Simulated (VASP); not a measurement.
# AlN (P6_3mc) in VASP: further runs

One crystal, AlN, is run at these levels: PBEsol, RPBE; tasks: relaxation of cell and atoms.

Program: VASP 6.6.1. These are calculated values, not measurements. Logs are shortened: lines on timing, memory, paths and dates and some standing lists are left out, and cuts for length are marked.

## (1) The crystal as given

The structure is hexagonal, space group P6_3mc (No. 186). The conventional cell has a = 3.113 Å, b = 3.113 Å, c = 4.981 Å, α = 90.00°, β = 90.00°, γ = 120.00°. Al (site symmetry 3m) is surrounded by 4 N at 1.89 to 1.90 Å. N (site symmetry 3m) is surrounded by 4 Al at 1.89 to 1.90 Å.

## (2) Relaxation of cell and atoms, PBEsol

Input file INCAR:

```
PREC     = Accurate       # precision mode
ENCUT    = 600            # plane-wave cutoff, eV
EDIFF    = 1E-7           # SCF threshold, eV
ISMEAR   = 0              # smearing method
SIGMA    = 0.03           # smearing width, eV
LREAL    = False          # projectors in reciprocal space
LASPH    = True           # aspherical terms in the spheres
NELM     = 80             # most SCF steps
ALGO     = Normal         # electronic algorithm
ISIF     = 3              # what is computed and relaxed
LWAVE    = False          # write WAVECAR
LCHARG   = False          # write CHGCAR
GGA      = PS             # functional
IBRION   = 2              # ionic algorithm
NSW      = 90             # ionic steps
EDIFFG   = -0.005         # ionic threshold
```

Input file KPOINTS:

```
Automatic mesh
0
Gamma
  12 12 6
```

Input file POSCAR:

```
AlN                                     
1.0
    3.1127044168      0.0000000000      0.0000000000
   -1.5563522084      2.6956810994     -0.0000000000
   -0.0000000000      0.0000000000      4.9808959604
  Al              N             
     2     2
Direct
     0.3333333332999970    0.6666666667000030    0.9989884320244055
     0.6666666667000030    0.3333333332999970    0.4989884320244056
     0.3333333332999970    0.6666666667000030    0.3810115679755970
     0.6666666667000030    0.3333333332999970    0.8810115679755971
```

Potentials or basis: VASP PAW PBE potentials, release 64 (Al, N).

Launch:

```
> cat potpaw_PBE.64/Al/POTCAR potpaw_PBE.64/N/POTCAR > POTCAR
> mpirun -np 1 vasp_std > vasp.out
```

OUTCAR:

```text
PREC = Accurate
   ENCUT = 600
   EDIFF = 1E-7
   ISMEAR = 0
   LREAL = False
   LASPH = True
   NELM = 80
   ISIF = 3
   GGA = PS
   IBRION = 2
   NSW = 90
   EDIFFG = -0.005

 ion  position               nearest neighbor table
   1  0.333  0.667  0.999-   4 1.89   4 1.89   4 1.89   3 1.90   2 3.07   2 3.07   2 3.07   2 3.07
                             2 3.07   2 3.07
   2  0.667  0.333  0.499-   3 1.89   3 1.89   3 1.89   4 1.90   1 3.07   1 3.07   1 3.07   1 3.07
                             1 3.07   1 3.07
   3  0.333  0.667  0.381-   2 1.89   2 1.89   2 1.89   1 1.90
   4  0.667  0.333  0.881-   1 1.89   1 1.89   1 1.89   2 1.90

  LATTYP: Found a hexagonal cell.
 ALAT       =     3.1127044168
 C/A-ratio  =     1.6001827650

  Lattice vectors:

 A1 = (   3.1127044168,   0.0000000000,   0.0000000000)
 A2 = (  -1.5563522084,   2.6956810994,   0.0000000000)
 A3 = (   0.0000000000,   0.0000000000,   4.9808959604)

Analysis of symmetry for initial positions (statically):
=====================================================================
 Subroutine PRICEL returns:
 Original cell was already a primitive cell.

 Routine SETGRP: Setting up the symmetry group for a
 hexagonal supercell.

 Subroutine GETGRP returns: Found 12 space group operations
 (whereof  6 operations were pure point group operations)
 out of a pool of 24 trial point group operations.

The static configuration has the point symmetry C_3v.
 The point group associated with its full space group is C_6v.

Analysis of symmetry for dynamics (positions and initial velocities):
=====================================================================
 Subroutine PRICEL returns:
 Original cell was already a primitive cell.

 Routine SETGRP: Setting up the symmetry group for a
 hexagonal supercell.

 Subroutine GETGRP returns: Found 12 space group operations
 (whereof  6 operations were pure point group operations)
 out of a pool of 24 trial point group operations.

The dynamic configuration has the point symmetry C_3v.
 The point group associated with its full space group is C_6v.

 Subroutine INISYM returns: Found 12 space group operations
 (whereof  6 operations are pure point group operations),
 and found     1 'primitive' translations

----------------------------------------------------------------------------------------

                                     Primitive cell

  volume of cell :      41.7940

  direct lattice vectors                    reciprocal lattice vectors
[... 111 lines left out ...]
     AMIX_MAG =   1.60;   BMIX_MAG =  1.00
  volume/ion in A,a.u.               =      10.45        70.51
  Fermi-wavevector in a.u.,A,eV,Ry     =   1.188713  2.246341 19.225545  1.413038
  Thomas-Fermi vector in A             =   2.324836
   LORBIT       =      0    0 simple, 1 ext, 2 COOP (PROOUT), +10 PAW based schemes
   GGA     = PS    functional components
   LHFCALC =     F    Hartree Fock is set to
   AEXX    =    0.0000 exact exchange contribution
   IVDW    =     0    specifies the selected vdW correction
   LEPSILON=     F    determine dielectric tensor
   LRPA    =     F    only Hartree local field effects (RPA)
 conjugate gradient relaxation of ions
 non-spin polarized calculation
 Gauss-broadening in eV      SIGMA  =   0.03
  energy-cutoff  :      600.00
  volume of cell :       41.79
 maximum number of plane-waves:      1412
 NGX is ok and might be reduce to    28
   NGX = 13   NGY = 13   NGZ = 19

--------------------------------------- Ionic step        1  -------------------------------------------

 number of electron      15.9999999 magnetization

 Free energy of the ion-electron system (eV)
  ---------------------------------------------------
  ext. energy  EPLUGINS =         0.00000000
  ---------------------------------------------------
  free energy    TOTEN  =       -31.31568591 eV

  energy without entropy =      -31.31568591  energy(sigma->0) =      -31.31568591

------------------------ aborting loop because EDIFF is reached ----------------------------------------

  FORCE on cell =-STRESS in cart. coord.  units (eV):
  Direction    XX          YY          ZZ          XY          YZ          ZX
  --------------------------------------------------------------------------------------
  -------------------------------------------------------------------------------------
  Total        0.0222997      0.0222997      0.0321571      0.0000000      0.0000000     -0.0000000
  in kB        0.8548621      0.8548621      1.2327471      0.0000000      0.0000000     -0.0000000
  external PRESSURE =       0.9808238 kB  Pullay stress =       0.0000000 kB
[... 63 lines left out ...]
--------------------------------------- Ionic step        3  -------------------------------------------

 number of electron      15.9999999 magnetization

 Free energy of the ion-electron system (eV)
  ---------------------------------------------------
  ext. energy  EPLUGINS =         0.00000000
  ---------------------------------------------------
  free energy    TOTEN  =       -31.31569134 eV

  energy without entropy =      -31.31569134  energy(sigma->0) =      -31.31569134

 E-fermi :   6.2065     XC(G=0): -11.1029

 val. band max:        6.0591934324   @ k =   0.0000   0.0000   0.0000
 cond. band min:      10.1765250060   @ k =   0.0000   0.0000   0.0000
 fundamental gap:      4.1173315736
 Fermi energy:         6.2065117791

 k-point     1 :       0.0000    0.0000    0.0000
  band No.  band energies     occupation
      1      -9.1088      2.00000
      2      -6.9262      2.00000
      3       0.0046      2.00000
      4       5.1786      2.00000
      5       5.1786      2.00000
      6       5.8334      2.00000
      7       5.8334      2.00000
      8       6.0592      2.00000
      9      10.1765      0.00000
     10      12.6103      0.00000
     11      16.5572      0.00000
     12      17.0806      0.00000
[... 331 lines left out ...]
 k-point    24 :       0.3333    0.0000    0.1667
  band No.  band energies     occupation
      1      -7.7687      2.00000
      2      -6.5136      2.00000
      3       1.0980      2.00000
      4       2.0761      2.00000
      5       2.6872      2.00000
      6       4.2619      2.00000
      7       5.2564      2.00000
      8       5.3888      2.00000
      9      11.7853      0.00000
     10      12.5815      0.00000
     11      14.4469      0.00000
     12      16.1201      0.00000

 [... further k-points ...]
[... 5 lines left out ...]
  --------------------------------------------------------------------------------------
  -------------------------------------------------------------------------------------
  Total       -0.0006335     -0.0006335      0.0031486      0.0000000      0.0000000      0.0000000
  in kB       -0.0242763     -0.0242763      0.1206485      0.0000000      0.0000000      0.0000000
  external PRESSURE =       0.0240319 kB  Pullay stress =       0.0000000 kB
[... 19 lines left out ...]
  FREE ENERGIE OF THE ION-ELECTRON SYSTEM (eV)
  ---------------------------------------------------
  free  energy   TOTEN  =       -31.3156913403 eV

  energy  without entropy=      -31.3156913403  energy(sigma->0) =      -31.31569134

 reached required accuracy - stopping structural energy minimisation
```

OSZICAR:

```text
N       E                     dE             d eps       ncg     rms          rms(c)
DAV:   1     0.570491894722E+02    0.57049E+02   -0.82475E+03  1824   0.133E+03
DAV:   2    -0.311647218924E+02   -0.88214E+02   -0.80549E+02  2664   0.249E+02
[... 20 lines left out ...]
   2 F= -.31315685E+02 E0= -.31315685E+02  d E =0.574652E-06
       N       E                     dE             d eps       ncg     rms          rms(c)
DAV:   1    -0.313157018028E+02   -0.16435E-04   -0.23943E-04  2060   0.150E-01    0.220E-02
DAV:   2    -0.313156913341E+02    0.10469E-04   -0.34736E-05  2156   0.478E-02    0.536E-03
DAV:   3    -0.313156913248E+02    0.92217E-08   -0.16962E-06  2164   0.125E-02    0.200E-03
DAV:   4    -0.313156913403E+02   -0.15423E-07   -0.70911E-08  1076   0.255E-03
   3 F= -.31315691E+02 E0= -.31315691E+02  d E =-.542689E-05
```

CONTCAR:

```text
AlN
   1.00000000000000
     3.1131018734368965    0.0000000000000000   -0.0000000000000000
    -1.5565509367184482    2.6960253069444464    0.0000000000000000
    -0.0000000000000000    0.0000000000000000    4.9818131038661200
  Al              N
     2     2
Direct
     0.3333333332999970    0.6666666667000030    0.9989855796471589
     0.6666666667000030    0.3333333332999970    0.4989855796471589
     0.3333333332999970    0.6666666667000030    0.3810144203528436
     0.6666666667000030    0.3333333332999970    0.8810144203528436

  0.00000000E+00  0.00000000E+00  0.00000000E+00
  0.00000000E+00  0.00000000E+00  0.00000000E+00
  0.00000000E+00  0.00000000E+00  0.00000000E+00
  0.00000000E+00  0.00000000E+00  0.00000000E+00
```

It took 34 s on 1 thread of Intel Xeon Platinum 8559C (Emerald Rapids), shared host; peak memory 0.19 GiB.

What came out:

* Free energy: -31.3157 eV
* Relaxed volume: 10.45 Å³/atom
* Relaxed cell: a = 3.113 Å, b = 3.113 Å, c = 4.982 Å, α = 90.00°, β = 90.00°, γ = 120.00°
* Space group after relaxing (to 0.05 Å): P6_3mc (No. 186)
* Energy gained by relaxing: 0.0 meV/atom
* Ionic steps: 3
* Pressure after relaxing: 0.0 GPa
* Band gap on the k mesh: 4.12 eV, direct

Final structure:
```
Al N
1.0
     3.11310    0.00000    0.00000
    -1.55655    2.69603    0.00000
     0.00000    0.00000    4.98181
Al N
2 2
Direct
  0.33333 0.66667 0.99899
  0.66667 0.33333 0.49899
  0.33333 0.66667 0.38101
  0.66667 0.33333 0.88101
```

Levels at points of the mesh, in eV from the valence-band top:
| k point | band 6 | band 7 | band 8 | band 9 | band 10 | band 11 |
| --- | --- | --- | --- | --- | --- | --- |
| (0.00, 0.00, 0.00) | -0.23 | -0.23 | 0.00 | 4.12 | 6.55 | 10.50 |
| (0.50, 0.00, 0.00) | -2.12 | -1.81 | -0.70 | 5.67 | 5.67 | 8.07 |
| (0.00, 0.00, 0.50) | -0.56 | -0.56 | -0.56 | 6.37 | 6.37 | 10.20 |
| (0.50, 0.00, 0.50) | -1.49 | -1.38 | -1.38 | 5.17 | 5.17 | 9.12 |

Caveat: the PAW data sets were made with another functional, which shifts forces and pressure a little.

(Part 1 of 2 ends here.)
